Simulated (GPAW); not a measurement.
Wanted: an ASE script for a GPAW 26.7.0 run.

```yaml
Task: relaxation of cell and atoms
Functional: PBEsol
Potentials_or_basis: PAW data sets generated in the run's folder for this functional
Cutoff: 800 eV
Basis: pw
k_mesh: 7 × 7 × 7
Occupations: fermi-dirac, width 0.05 eV
Spin: no spin polarisation
Target_pressure: 2 GPa
Maxiter: 150
Optimizer: BFGS
Fmax: 0.02 eV/Å
Max_steps: 60
Target_pressure: 2 GPa
Convergence: density=1e-05 forces=0.0001
```

The system is NaI.

```
I Na
1.0
     0.00000    3.23640    3.23640
     3.23640    0.00000    3.23640
     3.23640    3.23640    0.00000
I Na
1 1
Direct
  0.50000 0.50000 0.50000
  0.00000 0.00000 0.00000
```

These files were run (other wordings do the same):

run.py

```python
from ase import Atoms
from ase.filters import FrechetCellFilter
from ase.io import write
from ase.optimize import BFGS
from ase.units import GPa
from gpaw import GPAW, PW, setup_paths

setup_paths.insert(0, '.')

atoms = Atoms(['I', 'Na'],
              cell=[[0.0, 3.2364, 3.2364],
                    [3.2364, 0.0, 3.2364],
                    [3.2364, 3.2364, 0.0]],
              scaled_positions=[[0.5, 0.5, 0.5],
                                [0.0, 0.0, 0.0]],
              pbc=True)

calc = GPAW(mode=PW(800),
            xc='PBEsol',
            kpts={'size': (7, 7, 7), 'gamma': True},
            occupations={'name': 'fermi-dirac', 'width': 0.05},
            nbands=15,
            convergence={'density': 1e-05, 'forces': 0.0001},
            maxiter=150,
            txt='gpaw.txt')
atoms.calc = calc
opt = BFGS(FrechetCellFilter(atoms, scalar_pressure=2 * GPa), trajectory='relax.traj', logfile='-')
done = opt.run(fmax=0.02, steps=60)
calc.write('gs.gpw')
write('result.traj', atoms)
print('Converged:', done)
print('Cell:', atoms.cell.cellpar().round(4))
print('Volume:', round(atoms.get_volume(), 4))
print(atoms.get_scaled_positions().round(5))
```

Potentials or basis: PAW data sets generated in the run's folder for this functional, pw.

Command:

```bash
$ gpaw-setup -f PBEsol I Na
$ OMP_NUM_THREADS=1 python run.py
```

Results of the run:

The relaxed volume is 30.01 Å³/atom. The relaxed cell is a = 4.395 Å, b = 4.395 Å, c = 4.395 Å, α = 60.00°, β = 60.00°, γ = 60.00°. The space group after relaxing (to 0.05 Å) is Fm-3m (No. 225) and the energy change on relaxing (the enthalpy is what falls) is +14.1 meV/atom. The ionic steps are 4, the pressure after relaxing is 1.9 GPa and the band gap on the k mesh is 3.87 eV, direct.

Caveat: later steps reuse the first step's grids; spin-orbit coupling is left out, which moves the levels of the heavy elements.

Run time: 59 s on 1 thread of Arm Neoverse V2, on a shared host, peak memory 0.21 GiB.
